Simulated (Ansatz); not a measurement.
A run of Ansatz 0.2.0 is set up as follows.

input.yaml

```yaml
crystal:
  lattice:
    - [0.0, 2.04275, 2.04275]
    - [2.04275, 0.0, 2.04275]
    - [2.04275, 2.04275, 0.0]
  atoms:
    - { symbol: Ag, position: [0.0, 0.0, 0.0], spin: 0.501, spin_axis: [0.354, 0.354, 0.0] }
hamiltonian:
  xc: { exchange: b88, correlation: pbe }
  pseudopotentials: { kind: nc, accuracy: standard }
  dispersion: d3bjatm
magnetization:
  noncollinear: true
  spin_orbit: false
kpoints:
  mp_grid: { grid: [11, 11, 11] }
scf:
  occupations: { method: gaussian, width: 0.1 }
output:
  forces: true
  stress: true
  eigenvalues: true
  write_density: true
  write_potential: true
  elf: true
  volumetric_format: npy
```

Potentials or basis: PseudoDojo standard (PBE files).

Launch:

```console
$ ansatz run input.yaml --threads 1 --pin off --max-ram 2560MiB --backend cpu --events-out ev --progress --plain --runs-dir out
```

Task: Predict the absolute moment.

Result: 0.00 μB per cell.

Task: What does it give for the net moment?

Result: 0.00 μB per cell.

Moments on the atoms (μB; x, y, z):
```
Ag  0.00 0.00 0.00
```

Caveat: the dispersion damping was fitted for another functional or another form of the correction; the starting moments weren't kept.
